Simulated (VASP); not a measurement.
# Na (P6_3/mmc) in VASP: reference runs

Aim: a first look at Na with PBE, on the cell as given and on a disturbed one.

Program: VASP 6.6.1. These are calculated values, not measurements. Logs are shortened: lines on timing, memory, paths and dates and some standing lists are left out, and cuts for length are marked.

### Step 1. The crystal as given

Symmetry: P6_3/mmc, No. 194, hexagonal system. Conventional cell: a = 3.767 Å, b = 3.767 Å, c = 6.154 Å, α = 90.00°, β = 90.00°, γ = 120.00°. Around Na (site symmetry -6m2) lie 12 Na at 3.77 Å.

This isn't the form of Na at room conditions, which is bcc.

### Step 2. Single point, PBE

INCAR reads:

```
SYSTEM = Na
PREC = Accurate ; ENCUT = 520
EDIFF = 1E-7 ; ISMEAR = -1
SIGMA = 0.05 ; LREAL = .FALSE.
LASPH = .TRUE. ; NELM = 80
ALGO = Normal ; ISIF = 2
LWAVE = .FALSE. ; LCHARG = .TRUE.
GGA = PE ; LELF = .TRUE.
LVHAR = .TRUE. ; NBANDS = 14
```

KPOINTS reads:

```
Automatic mesh
0
G
  8 8 5
  0 0 0
```

POSCAR reads:

```
Na
1.0
    3.7670000000      0.0000000000      0.0000000000
   -1.8835000000      3.2623176961      0.0000000000
    0.0000000000      0.0000000000      6.1540000000
Na
2
Direct
    0.6666666667      0.3333333333      0.7500000000
    0.3333333333      0.6666666667      0.2500000000
```

Potentials or basis: VASP PAW PBE potentials, release 64 (Na_pv).

Launch:

```
$ cat potpaw_PBE.64/Na_pv/POTCAR > POTCAR
$ mpirun -np 1 vasp_std > vasp.out
```

OUTCAR:

```text
SYSTEM = Na
   PREC = Accurate
   ENCUT = 520
   EDIFF = 1E-7
   ISMEAR = -1
   LREAL = .FALSE.
   LASPH = .TRUE.
   NELM = 80
   ISIF = 2
   GGA = PE

 ion  position               nearest neighbor table
   1  0.667  0.333  0.750-
   2  0.333  0.667  0.250-

  LATTYP: Found a hexagonal cell.
 ALAT       =     3.7670000000
 C/A-ratio  =     1.6336607380

  Lattice vectors:

 A1 = (   3.7670000000,   0.0000000000,   0.0000000000)
 A2 = (  -1.8835000000,   3.2623176961,   0.0000000000)
 A3 = (   0.0000000000,   0.0000000000,   6.1540000000)

Analysis of symmetry for initial positions (statically):
=====================================================================
 Subroutine PRICEL returns:
 Original cell was already a primitive cell.

 Routine SETGRP: Setting up the symmetry group for a
 hexagonal supercell.

 Subroutine GETGRP returns: Found 24 space group operations
 (whereof 12 operations were pure point group operations)
 out of a pool of 24 trial point group operations.

The static configuration has the point symmetry D_3d.
 The point group associated with its full space group is D_6h.

Analysis of symmetry for dynamics (positions and initial velocities):
=====================================================================
 Subroutine PRICEL returns:
 Original cell was already a primitive cell.

 Routine SETGRP: Setting up the symmetry group for a
 hexagonal supercell.

 Subroutine GETGRP returns: Found 24 space group operations
 (whereof 12 operations were pure point group operations)
 out of a pool of 24 trial point group operations.

The dynamic configuration has the point symmetry D_3d.
 The point group associated with its full space group is D_6h.

 Subroutine INISYM returns: Found 24 space group operations
 (whereof 12 operations are pure point group operations),
 and found     1 'primitive' translations

----------------------------------------------------------------------------------------

                                     Primitive cell

  volume of cell :      75.6274

  direct lattice vectors                    reciprocal lattice vectors
     3.767000000  0.000000000  0.000000000     0.265463233  0.153265269  0.000000000
    -1.883500000  3.262317696  0.000000000     0.000000000  0.306530538  0.000000000
     0.000000000  0.000000000  6.154000000     0.000000000  0.000000000  0.162495938

  length of vectors
     3.767000000  3.767000000  6.154000000     0.306530538  0.306530538  0.162495938

  position of ions in fractional coordinates (direct lattice)
     0.666666667  0.333333333  0.750000000
     0.333333333  0.666666667  0.250000000

  ion indices of the primitive-cell ions
   primitive index   ion index
                 1           1
                 2           2

----------------------------------------------------------------------------------------

 KPOINTS: Automatic mesh

Automatic generation of k-mesh.
 Grid dimensions read from file:
 generate k-points for:    8    8    5

 Generating k-lattice:

  Cartesian coordinates                     Fractional coordinates (reciprocal lattice)
     0.033182904  0.019158159  0.000000000     0.125000000  0.000000000  0.000000000
     0.000000000  0.038316317  0.000000000     0.000000000  0.125000000  0.000000000
     0.000000000  0.000000000  0.032499188     0.000000000  0.000000000  0.200000000

  Length of vectors
     0.038316317  0.038316317  0.032499188

  Shift w.r.t. Gamma in fractional coordinates (k-lattice)
     0.000000000  0.000000000  0.000000000

 Subroutine IBZKPT returns following result:
 ===========================================

 Found     30 irreducible k-points:

 Following reciprocal coordinates:
            Coordinates               Weight
  0.000000  0.000000  0.000000      1.000000
  0.125000  0.000000  0.000000      6.000000
  0.250000  0.000000  0.000000      6.000000
  0.375000 -0.000000  0.000000      6.000000
  0.500000  0.000000  0.000000      3.000000
  0.125000  0.125000  0.000000      6.000000
[... 22 lines left out ...]
  0.250000  0.250000  0.400000     12.000000
  0.375000  0.250000  0.400000     12.000000
   k-points           NKPTS =     30   k-points in BZ     NKDIM =     30   number of bands    NBANDS=     14
   number of dos      NEDOS =    301   number of ions     NIONS =      2
   total plane-waves  NPLWV =  37632
   dimension x,y,z NGX =    28 NGY =   28 NGZ =   48
   dimension x,y,z NGXF=    56 NGYF=   56 NGZF=   96
   ions per type =               2
   NGX,Y,Z   is equivalent  to a cutoff of  12.36, 12.36, 12.97 a.u.
   NGXF,Y,Z  is equivalent  to a cutoff of  24.71, 24.71, 25.93 a.u.
 SYSTEM =  Na
   PREC   = accura    normal or accurate (medium, high low for compatibility)
   ISTART =      0    job   : 0-new  1-cont  2-samecut
   ICHARG =      2    charge: 1-file 2-atom 10-const
   ISPIN  =      1    spin polarized calculation?
   LNONCOLLINEAR =      F non collinear calculations
   LSORBIT =      F    spin-orbit coupling
   LASPH  =      T    aspherical Exc in radial PAW
   ENCUT  =  520.0 eV  38.22 Ry    6.18 a.u.   7.00  7.00 11.44*2*pi/ulx,y,z
   NELM   =     80;   NELMIN=  2; NELMDL= -5     # of ELM steps
   EDIFF  = 0.1E-06   stopping-criterion for ELM
   LREAL  =      F    real-space projection
   EDIFFG = 0.1E-05   stopping-criterion for IOM
   NSW    =      0    number of steps for IOM
   IBRION =     -1    ionic relax: 0-MD 1-quasi-New 2-CG
   NFREE  =      0    steps in history (QN), initial steepest desc. (CG)
   ISIF   =      2    stress and relaxation
   ISYM   =      2    0-nonsym 1-usesym 2-fastsym
   POTIM  = 0.5000    time-step for ionic-motion
   TEBEG  =    0.0;   TEEND  =   0.0 temperature during run
   PSTRESS=    0.0 pullay stress
   NELECT =      14.0000    total number of electrons
   NUPDOWN=      -1.0000    fix difference up-down
   EMIN   =  10.00;   EMAX   =-10.00  energy-range for DOS
   EFERMI =   0.00;   METHOD = LEGACY
   ISMEAR =    -1;   SIGMA  =   0.05  broadening in eV -4-tet -1-fermi 0-gaus
   EFERMI_NEDOS =   21; number of points for ismear=-14 and -15
   IALGO  =     38    algorithm
   IMIX   =      4    mixing-type and parameters
     AMIX     =   0.40;   BMIX     =  1.00
     AMIX_MAG =   1.60;   BMIX_MAG =  1.00
  volume/ion in A,a.u.               =      37.81       255.18
  Fermi-wavevector in a.u.,A,eV,Ry     =   0.933020  1.763153 11.844235  0.870527
  Thomas-Fermi vector in A             =   2.059678
   LORBIT       =      0    0 simple, 1 ext, 2 COOP (PROOUT), +10 PAW based schemes
   GGA     = PE    functional components
   LHFCALC =     F    Hartree Fock is set to
   AEXX    =    0.0000 exact exchange contribution
   IVDW    =     0    specifies the selected vdW correction
   LEPSILON=     F    determine dielectric tensor
   LRPA    =     F    only Hartree local field effects (RPA)
 non-spin polarized calculation
  energy-cutoff  :      520.00
  volume of cell :       75.63
 maximum number of plane-waves:      2059
 NGX is ok and might be reduce to    28
   NGX = 13   NGY = 13   NGZ = 23

 number of electron      14.0000011 magnetization

 Free energy of the ion-electron system (eV)
  ---------------------------------------------------
  ext. energy  EPLUGINS =         0.00000000
  ---------------------------------------------------
  free energy    TOTEN  =        -2.62242362 eV

  energy without entropy =       -2.61577186  energy(sigma->0) =       -2.61909774

 E-fermi :   0.2280     XC(G=0):  -6.4501

 val. band max:        0.0780441641   @ k =   0.3750   0.1250   0.2000
 cond. band min:       0.2478231289   @ k =   0.1250   0.1250   0.2000
 fundamental gap:      0.1697789648
 Fermi energy:         0.2280254562

 k-point     1 :       0.0000    0.0000    0.0000
  band No.  band energies     occupation
      1     -24.6719      2.00000
      2     -24.6440      2.00000
      3     -24.6440      2.00000
      4     -24.6395      2.00000
      5     -24.6394      2.00000
      6     -24.6394      2.00000
      7      -2.9653      2.00000
      8       0.8239      0.00001
      9       1.2094      0.00000
     10      10.1451      0.00000
     11      10.1451      0.00000
     12      10.4852      0.00000
     13      10.4852      0.00000
     14      10.6383      0.00000

 k-point     2 :       0.1250    0.0000    0.0000
  band No.  band energies     occupation
      1     -24.6703      2.00000
      2     -24.6476      2.00000
      3     -24.6451      2.00000
      4     -24.6431      2.00000
      5     -24.6401      2.00000
      6     -24.6400      2.00000
      7      -2.7374      2.00000
      8       1.0270      0.00000
      9       1.4312      0.00000
     10       7.5422      0.00000
     11       9.0010      0.00000
     12       9.3300      0.00000
     13      10.9070      0.00000
     14      11.3857      0.00000

 k-point     3 :       0.2500    0.0000    0.0000
  band No.  band energies     occupation
      1     -24.6661      2.00000
      2     -24.6563      2.00000
      3     -24.6519      2.00000
      4     -24.6478      2.00000
      5     -24.6420      2.00000
      6     -24.6416      2.00000
      7      -2.0595      2.00000
      8       1.6379      0.00000
      9       2.0700      0.00000
     10       4.9168      0.00000
     11       7.8804      0.00000
     12       8.0670      0.00000
     13       8.2416      0.00000
     14       9.8045      0.00000
[... 426 lines left out ...]
 k-point    29 :       0.2500    0.2500    0.4000
  band No.  band energies     occupation
      1     -24.6664      2.00000
      2     -24.6657      2.00000
      3     -24.6550      2.00000
      4     -24.6534      2.00000
      5     -24.6473      2.00000
      6     -24.6452      2.00000
      7       0.3268      0.24361
      8       1.0859      0.00000
      9       3.5605      0.00000
     10       3.7527      0.00000
     11       4.5663      0.00000
     12       4.7800      0.00000
     13       7.4160      0.00000
     14       9.5511      0.00000

 k-point    30 :       0.3750    0.2500    0.4000
  band No.  band energies     occupation
      1     -24.6667      2.00000
      2     -24.6657      2.00000
      3     -24.6582      2.00000
      4     -24.6557      2.00000
      5     -24.6467      2.00000
      6     -24.6456      2.00000
      7       1.7058      0.00000
      8       1.8172      0.00000
      9       2.5869      0.00000
     10       2.6084      0.00000
     11       3.7725      0.00000
     12       4.4184      0.00000
     13       8.5856      0.00000
     14       9.0285      0.00000

------------------------ aborting loop because EDIFF is reached ----------------------------------------

  FORCE on cell =-STRESS in cart. coord.  units (eV):
  Direction    XX          YY          ZZ          XY          YZ          ZX
  --------------------------------------------------------------------------------------
  -------------------------------------------------------------------------------------
  Total       -0.0336568     -0.0336568     -0.1463269      0.0000000      0.0000000     -0.0000000
  in kB       -0.7130240     -0.7130240     -3.0999544      0.0000000      0.0000000     -0.0000000
  external PRESSURE =      -1.5086675 kB  Pullay stress =       0.0000000 kB

 VOLUME and BASIS-vectors are now :
 -----------------------------------------------------------------------------
  energy-cutoff  :      520.00
  volume of cell :       75.63
      direct lattice vectors                 reciprocal lattice vectors
     3.767000000  0.000000000  0.000000000     0.265463233  0.153265269  0.000000000
    -1.883500000  3.262317696  0.000000000     0.000000000  0.306530538  0.000000000
     0.000000000  0.000000000  6.154000000     0.000000000  0.000000000  0.162495938

 POSITION                                       TOTAL-FORCE (eV/Angst)
 -----------------------------------------------------------------------------------
      1.88350      1.08744      4.61550        -0.000000     -0.000000      0.000000
     -0.00000      2.17488      1.53850         0.000000      0.000000      0.000000
 -----------------------------------------------------------------------------------
    total drift:                                0.000000     -0.000000      0.000000

  FREE ENERGIE OF THE ION-ELECTRON SYSTEM (eV)
  ---------------------------------------------------
  free  energy   TOTEN  =        -2.6224236152 eV

  energy  without entropy=       -2.6157718620  energy(sigma->0) =       -2.61909774
```

It took 19 s on 1 thread of Intel Xeon Platinum 8488C (Sapphire Rapids), shared host; peak memory 0.17 GiB.

What came out:

- Free energy: -2.6224 eV
- Pressure: -0.2 GPa
- Band gap on the k mesh: none (metal or under the smearing width)

Stress tensor (GPa, compression positive):
```
-0.07  0.00  0.00
 0.00 -0.07  0.00
 0.00  0.00 -0.31
```

Levels at points of the mesh, in eV from the Fermi level:
```csv
k point,band 5,band 6,band 7,band 8,band 9,band 10
"(0.00, 0.00, 0.00)",-24.87,-24.87,-3.19,0.60,0.98,9.92
"(0.50, 0.00, 0.00)",-24.88,-24.87,0.29,0.39,3.87,3.88
```

### Step 3. Single point, PBE (atoms moved at random, drawn with an rms of 0.05 Å)

INCAR reads:

```
SYSTEM = Na
  PREC = Accurate
  ENCUT = 520
  EDIFF = 1E-7
  ISMEAR = -1
  SIGMA = 0.05
  LREAL = .False.
  LASPH = .True.
  NELM = 80
  ALGO = Normal
  ISIF = 2
  LWAVE = .False.
  LCHARG = .False.
  GGA = PE
  NBANDS = 14
```

KPOINTS reads:

```
regular mesh
0
Gamma
  8 8 5
  0 0 0
```

POSCAR reads:

```
Na
1.0
    3.7670000000      0.0000000000      0.0000000000
   -1.8835000000      3.2623176961      0.0000000000
    0.0000000000      0.0000000000      6.1540000000
Na
2
Direct
    0.6554920000      0.3237810000      0.7498980000
    0.3229620000      0.6585590000      0.2480590000
```

Potentials or basis: VASP PAW PBE potentials, release 64 (Na_pv).

Launch:

```
$ cat potpaw_PBE.64/Na_pv/POTCAR > POTCAR
$ mpirun -np 1 vasp_std > vasp.out
```

It took 1.7 min on 1 thread of Intel Xeon Platinum 8488C (Sapphire Rapids), shared host; peak memory 0.25 GiB.

It converged, with:

* Free energy: -2.6224 eV
* Pressure: -0.1 GPa
* Largest force: 0.008 eV/Å
* Band gap on the k mesh: none (metal or under the smearing width)

Forces on the atoms (eV/Å):
```
Na   0.000  0.001 -0.008
Na   0.000 -0.001  0.008
```

Stress tensor (GPa, compression positive):
```
-0.07  0.00  0.00
 0.00 -0.07  0.00
 0.00  0.00 -0.31
```

Levels at points of the mesh, in eV from the Fermi level:
```
           k point  band 5  band 6  band 7  band 8  band 9  band 10
(0.00, 0.00, 0.00)  -24.87  -24.87   -3.19    0.60    0.98     9.92
(0.50, 0.00, 0.00)  -24.88  -24.87    0.29    0.39    3.87     3.88
(0.00, 0.50, 0.00)  -24.88  -24.87    0.29    0.39    3.87     3.88
(0.50, 0.50, 0.00)  -24.88  -24.87    0.29    0.39    3.87     3.88
```
